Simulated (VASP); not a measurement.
## ZnS: single point with RPBE

**The experiment to reproduce.**

From “Electronic, vibrational, and thermodynamic properties of ZnS (zincblende and rocksalt structure)”, 2009, arxiv:0911.5022, for a bulk crystal of ZnS at 19 K: band gap 3.85 eV (direct).

ZnS:

```
CELL_PARAMETERS angstrom
3.82121 0.00000 0.00000
1.91060 3.30926 0.00000
1.91060 1.10309 3.12000
ATOMIC_POSITIONS crystal
Zn 0.75000 0.75000 0.75000
S 0.00000 0.00000 0.00000
```

```json
{
  "Program": "VASP 6.6.1",
  "Task": "single point",
  "Functional": "RPBE",
  "Potentials or basis": "VASP PAW PBE potentials, release 64 (Zn, S)",
  "Cutoff": "520 eV",
  "k mesh": "9 × 9 × 9",
  "Occupations": "gaussian, width 0.05 eV",
  "Spin": "no spin polarisation"
}
```

| Quantity | Value |
| --- | --- |
| Pressure | 4.3 GPa |
| Band gap on the k mesh | 2.28 eV, direct |

Levels at points of the mesh, in eV from the valence-band top:
| k point | band 7 | band 8 | band 9 | band 10 | band 11 | band 12 |
| --- | --- | --- | --- | --- | --- | --- |
| (0.00, 0.00, 0.00) | 0.00 | 0.00 | 0.00 | 2.28 | 6.45 | 6.45 |

Run time: 12 s on 1 thread of Intel(R) Xeon(R) Platinum 8488C (Sapphire Rapids), on a shared host, peak memory 0.16 GiB.

Against the measured gap of ZnS, 3.85 eV (direct; 19 K; quoted in “Electronic, vibrational, and thermodynamic properties of ZnS (zincblende and rocksalt structure)”, 2009, arxiv:0911.5022), the calculated 2.28 eV is off by -1.57 eV. The value is that of RPBE, without temperature or zero-point motion. Semilocal functionals fall short of measured gaps as a rule.

Caveat: the PAW data sets were made with another functional, which shifts forces and pressure a little.
